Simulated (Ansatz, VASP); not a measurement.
## Two plane-wave programs on Be2H

```xyz
3
Lattice="2.3783 0.0000 0.0000 -1.1892 2.0597 0.0000 0.0000 0.0000 4.0688" Properties=species:S:1:pos:R:3 pbc="T T T"
Be    0.0000    1.3731    1.1678
Be    1.1892    0.6866    2.9009
H     0.0000    0.0000    0.0000
```

Change from the starting cell: species swapped into the FeI2 type (P-3m1, No. 164).

Alike in both runs: functional PBE; k mesh 9 × 9 × 4; occupations gaussian, width 0.1 eV; no spin polarisation.

Ansatz relaxed the structure, and its values are those at the end. VASP's run is a single point on that final structure, the one shown.

```csv
,VASP,Ansatz
version,VASP 6.6.1,Ansatz 0.2.0
potentials or method,"VASP PAW PBE potentials, release 64 (Be, H)","scalar-relativistic, plane waves, PAW"
plane-wave cutoff (eV),520,420
valence electrons in the cell,5,5
```

Ansatz gave:

* gap on the k mesh at the Fermi level (eV): none
* pressure (GPa): -0.2
* rms of the force components (eV/Å): 0.003

Estimate VASP's values.

gap on the k mesh at the Fermi level (eV): none; pressure (GPa): -0.2; rms of the force components (eV/Å): 0.006.

A gap of «none» marks a metal or a gap that the smearing closes. With one functional, cell and mesh, what is left measures potentials, basis and numerics.

Caveats: the k mesh is coarse (spacing up to 0.39 Å⁻¹), so the values aren't converged.
